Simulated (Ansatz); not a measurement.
## Nb under changes of volume

One of the cells (18.428 Å³/atom); the others are scaled copies at fixed shape and fractional positions:

```
CELL_PARAMETERS angstrom
-1.66395 1.66395 1.66395
1.66395 -1.66395 1.66395
1.66395 1.66395 -1.66395
ATOMIC_POSITIONS crystal
Nb 0.00000 0.00000 0.00000
```

```yaml
Program: Ansatz 0.2.0
Functional: r2SCANh
Potentials_or_basis: Ansatz PAW
Cutoff: "500 eV (not typed: the program's choice for these potentials)"
k_mesh: 6 × 6 × 6
Occupations: fermi-dirac, width 0.05 eV
Spin: no spin polarisation
```

| volume (Å³/atom) | energy over the lowest point (meV/atom) | pressure (GPa) |
| --- | --- | --- |
| 17.322 | 0.49 | 2.4 |
| 17.691 | 0.00 | -1.5 |
| 18.060 | 7.73 | -4.8 |
| 18.428 | 22.52 | -8.0 |
| 18.797 | ? | ? |
| 19.165 | 72.60 | -13.5 |
| 19.534 | 106.85 | -15.9 |

Problem. What does the run at 18.797 Å³/atom give?

Solution. Energy over the lowest point 44.30 meV/atom; pressure -10.9 GPa.

Worked out: A Birch-Murnaghan fit of order 3 (a polynomial in V^(-2/3)) to the other rows has its minimum at 17.52 Å³/atom with B0 = V·E''(V) = 169 GPa (rough, since the energies scatter). It gives 44.41 meV/atom at 18.797 Å³/atom, against the run's 44.30, and -dE/dV = -10.9 GPa, against -10.9.

Energies are extrapolated to zero smearing.

Caveats: all runs use coarse meshes; the PAW data sets come from PBE, with cores solved anew for the run's functional, which leaves a small shift of forces and pressure; the thresholds are loose for stress.
